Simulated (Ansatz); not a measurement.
La2O3 under changes of volume

One of the cells (16.357 Å³/atom); the others are scaled copies at fixed shape and fractional positions:

```
La O
1.0
     3.93078    0.00000    0.00000
    -1.96539    3.40415    0.00000
     0.00000    0.00000    6.11195
La O
2 3
Direct
  0.33333 0.66667 0.24624
  0.66667 0.33333 0.75376
  0.00000 0.00000 0.00000
  0.33333 0.66667 0.64589
  0.66667 0.33333 0.35411
```

The cell is a database's computed one.

| Item | Value |
| --- | --- |
| Program | Ansatz 0.2.0 |
| Functional | PBEsol |
| Potentials or basis | all-electron LAPW, scalar-relativistic |
| Cutoff | 282 eV (chosen from the basis error) |
| Basis error allowed | 0.001 eV/atom |
| k mesh | 8 × 8 × 5 |
| Occupations | fermi-dirac, width 0.05 eV |
| Spin | no spin polarisation |

```csv
volume (Å³/atom),energy over the lowest point (meV/atom),pressure (GPa),gap on the mesh (eV),largest force (eV/Å)
15.375,11.41,6.1,3.82,0.411
15.703,2.44,2.7,3.83,0.230
16.030,0.00,-0.3,3.82,0.063
16.357,3.39,-3.0,3.81,0.092
16.684,?,?,?,?
17.011,25.36,-7.6,3.76,0.370
17.338,42.92,-9.6,3.73,0.494
```

Q: What does the run at 16.684 Å³/atom give?

A: Energy over the lowest point 12.03 meV/atom; pressure -5.4 GPa; gap on the mesh 3.79 eV; largest force 0.236 eV/Å.

Worked out: A Birch-Murnaghan fit of order 3 (a polynomial in V^(-2/3)) to the other rows has its minimum at 16.00 Å³/atom with B0 = V·E''(V) = 141 GPa and B' = 4.3 at fixed shape and positions, which overstates the stiffness. It gives 12.02 meV/atom at 16.684 Å³/atom, against the run's 12.03, and -dE/dV = -5.4 GPa, against -5.4. A parabola through the other rows of the gap, of slope -1.21 eV per unit of ln V there, gives 3.79 eV, against the run's 3.79.

Energies are extrapolated to zero smearing.

Caveats: spin-orbit coupling is left out, which moves the levels of the heavy elements; an odd mesh through Γ misses points on the zone boundary, where band edges often lie.
